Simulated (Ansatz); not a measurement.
NiO:

```
Ni O
1.0
     0.00000    2.08590    2.08590
     2.08590    0.00000    2.08590
     2.08590    2.08590    0.00000
Ni O
1 1
Direct
  0.00000 0.00000 0.00000
  0.50000 0.50000 0.50000
```

Below is the output of Ansatz 0.2.0 for this cell. Logs are shortened: lines on timing, memory, paths and dates and some standing lists are left out, and cuts for length are marked.

```text
Warning: RAYON_NUM_THREADS=2 ignored (pool sized by the plan → 2); use --threads N
Engine: ansatz 0.2.0, aarch64-unknown-linux-gnu
Pseudopotentials: kind: paw
Pseudopotential: Ni, paw, valence charge 18, recommended cutoff 420 eV (normal), Ni.paw.azcp
Pseudopotential: O, paw, valence charge 6, recommended cutoff 420 eV (normal), O.paw.azcp
Functional definition: PBE
  parameter kappa = 0.804
  parameter beta = 0.06672455060314922
  exchange = pbe_x(kappa = kappa, mu = beta*pi^2/3)
  correlation = pbe_c(beta = beta)
Crystal: 2 atoms, lattice volume = 18.151 Å³
Basis set: ecut = 420 eV, 339 PW (Γ), exchange–correlation on 40×40×40 points (8 copies of the dense FFT grid, shifted against one another)
Bands: 17, of which v1, the nominal top of the filled ones, is band 12 counted from 1 (11 counted from 0)
Symmetry: 48 space group operations
Space group: Fm-3m (ITA 225), of the structure as read, at distance tolerance 2.6e-5 Å
Magnetic group: BNS 225.116 (UNI 1618), of the structure as read, at distance tolerance 2.6e-5 Å
k-points: 56 of 1331
Non-local potential: Ni, projectors of the file, l = 0: 3, l = 1: 2, l = 2: 3, l = 3: 1
Non-local potential: O, projectors of the file, l = 0: 2, l = 1: 2, l = 2: 1
PAW form: soft (Blöchl's): semilocal exchange-correlation on the pseudo side does not see the compensation charge
PAW one-centre angular grid: Ni, 590 points (default); XC on 64 Gauss nodes
PAW one-centre angular grid: O, 110 points (default); XC on 64 Gauss nodes
Initial density: superposition of atomic densities (chi_scale 0.1, normalization cell, long waves kept (reshape's long-wave potential 0.00 eV rms))
Starting moments: Σ|m| = 1 μB on 1 of 2 sites
Initial wavefunctions: pseudopotential atomic-orbital guess
Functional: x = pbe(κ = 0.804, μ = 0.2195149727645171), c = pbe(β = 0.06672455060314922)
SCF iter   1: F=—  HF=-6404.541149 eV  |F-HF|=—  |Δ(HF+E_count)|=         —  Δρ=2.00e-1 (↑7.28e-2 ↓2.00e-1)  dr2=8.74e0  dr2_m=9.31e-1  M=0.319 μB ∫|m|=0.319 μB  β_m=0.30  ethr=3.10e-3  ⟨swp⟩=5.0  Hψ=8463  notcnv=0
Mixer restart at iter 1: flushing history
[...]
SCF 1 converged in 11 iterations: F = -6405.574919 eV  dr2 = 2.29e-9
[...]
SCF 2 converged in 7 iterations: F = -6405.665839 eV  dr2 = 1.08e-8
iter 1 solved again at ethr=4.52e-11 eV; its pass at ethr=3.10e-3 eV (dr2=1.08e-8 eV) is discarded
SCF iter   1: F=—  HF=-6405.665839 eV  |F-HF|=—  |Δ(HF+E_count)|=         —  Δρ=6.54e-6 (↑6.54e-6 ↓4.90e-6)  dr2=1.08e-8  dr2_m=4.30e-10  M=1.793 μB ∫|m|=1.801 μB  β_m=0.30  ethr=4.52e-11  ⟨swp⟩=1.1  Hψ=8936  notcnv=0
preconditioner: auto → none  [metal: Δε(μ)=0.015 eV  Ē_g=14.590 eV  σ=0.018 eV  W_gap=0.41  n_scr=8 (ndim 8)  ℏωp=34.9 eV  f_vac=0.000  D(μ)=0.85/eV (n_scr^D=8)]
SCF iter   2: F=-6405.665839 eV  HF=-6405.665839 eV  |F-HF|=2.10e-9  |Δ(HF+E_count)|=   3.83e-9  Δρ=3.20e-6 (↑2.92e-6 ↓3.20e-6)  dr2=2.75e-9  dr2_m=5.34e-10  M=1.793 μB ∫|m|=1.801 μB  ethr=4.50e-11  ⟨swp⟩=6.8  Hψ=9701  notcnv=0
SCF 3 converged in 2 iterations: F = -6405.665839 eV  dr2 = 2.75e-9
SCF converged after 2 iterations
Magnetization: 1.7931 μB (12.8966 up, 11.1034 down)
Absolute magnetization: 1.8004 μB (∫|ρ↑−ρ↓|, with the PAW one-centre terms)
Spin contamination: 0.0057 ħ² per cell (⟨S²⟩ above its minimum at these occupations)
Per-site moments (μB) at R_I (Å): [(1.4442396495095204, 0.8604344270775), (0.29205490687368185, 0.8604344270775)]
Free energy (F): -6405.665839 eV
Harris-Foulkes:  -6405.665839 eV  (|F-HF|=2.10e-9)
Internal energy: -6405.665702 eV  (E = F + TS)
E sigma→0 (E₀):  -6405.665771 eV
Entropy (-TS):   -0.000137 eV (-0.069 meV/atom)
Fermi energy:    14.504351 eV
--- Per-component energies (eV) ---
  E_band       = -325.609137
  E_kinetic    = 452.104964
  E_local      = -3992.319300  (includes V_loc(G=0)·N_el)
  E_nonlocal   = 692.718218
  E_hartree    = 1644.771430
  E_xc         = -156.075131
  E_vxc        = -200.221329  (∫ρ·V_xc dr)
  E_paw        = -1792.070107  (= ΣΔE_a)
  E_vpaw       = -567.439446  (= ΣTr[D̂ρ^β])
  E_aug_tail   = 0.003134  (compensation charges beyond the density's cutoff)
  E_ewald      = -3254.798910
  E_smearing   = -0.000137  (= −TS)
  E_closure    = 0.000000  (closes the sum)
  Σ components = -6405.665839   (vs F -6405.665839, Δ=0.00e0)
--- Forces (eV/Å), atoms counted from 1 ---
  atom   1  Ni    -0.00000000     0.00000000    -0.00000000
  atom   2  O      0.00000000    -0.00000000    -0.00000000
  max |Σ_I F_I| component: 1.64e-29 eV/Å
--- Stress (GPa, compression-positive) ---
        6.339220       0.000000       0.000000
       -0.000000       6.339220      -0.000000
        0.000000       0.000000       6.339220
  P = ⅓ Tr σ = 6.3392 GPa (63.392 kbar)
--- Band table (eV; the first three rows and the last of 112) ---
  k-point 0 ↑: bands = ["-89.9282", "-50.3053", "-50.3053", "-50.3053", "-5.9184", "11.3268", "11.3268", "11.4792", "11.4792", "11.4792", "11.8264", "11.8264", "11.8264", "15.9998", "32.2657", "33.3381", "33.3381"]
  k-point 1 ↑: bands = ["-89.9279", "-50.3078", "-50.3057", "-50.3057", "-5.8235", "10.5710", "10.5710", "10.6411", "11.8111", "11.8111", "12.1168", "12.3385", "12.3385", "16.5852", "30.4317", "33.0419", "33.0419"]
  k-point 2 ↑: bands = ["-89.9274", "-50.3144", "-50.3066", "-50.3066", "-5.5578", "9.2982", "9.8199", "9.8199", "11.9751", "11.9751", "12.3441", "13.1668", "13.1668", "17.8029", "28.1406", "31.8970", "31.8970"]
  k-point 55 ↓: bands = ["-88.0616", "-48.5112", "-48.5096", "-48.5005", "-3.8430", "8.5761", "8.6265", "9.4850", "13.3163", "13.5089", "13.7920", "14.8573", "15.5934", "23.4914", "25.2503", "25.4248", "28.6520"]
```

Task: What input gives this log?

Result: Single point with PBE, collinear spin, ferromagnetic start. The files as run (others can give the same):

input.yaml
```yaml
crystal:
  lattice:
    - [0.0, 2.0859016414, 2.0859016414]
    - [2.0859016414, 0.0, 2.0859016414]
    - [2.0859016414, 2.0859016414, 0.0]
  atoms:
    - { symbol: Ni, position: [0.0, 0.0, 0.0], spin: 1.0 }
    - { symbol: O, position: [0.5, 0.5, 0.5] }
hamiltonian:
  xc: pbe
  pseudopotentials: { kind: paw }
magnetization:
  spin_polarized: true
kpoints:
  mp_grid: { grid: [11, 11, 11] }
scf:
  occupations: { method: gaussian, width: 0.018 }
output:
  forces: true
  stress: true
  eigenvalues: true
  write_density: true
  write_potential: true
  elf: true
  volumetric_format: npy
```

Potentials or basis: Ansatz PAW.
The run is started by
```sh
$ ansatz run input.yaml --threads 2 --pin off --max-ram 5632MiB --backend cpu --events-out ev --progress --plain --runs-dir out
```

Caveat: the pressure holds a Pulay correction of +0.7 GPa for the finite cutoff; a cell with one magnetic atom can't hold antiferromagnetic order, which such compounds often take; semilocal functionals often make such compounds metallic where correlation or magnetic order opens a gap, which also shifts bond lengths.
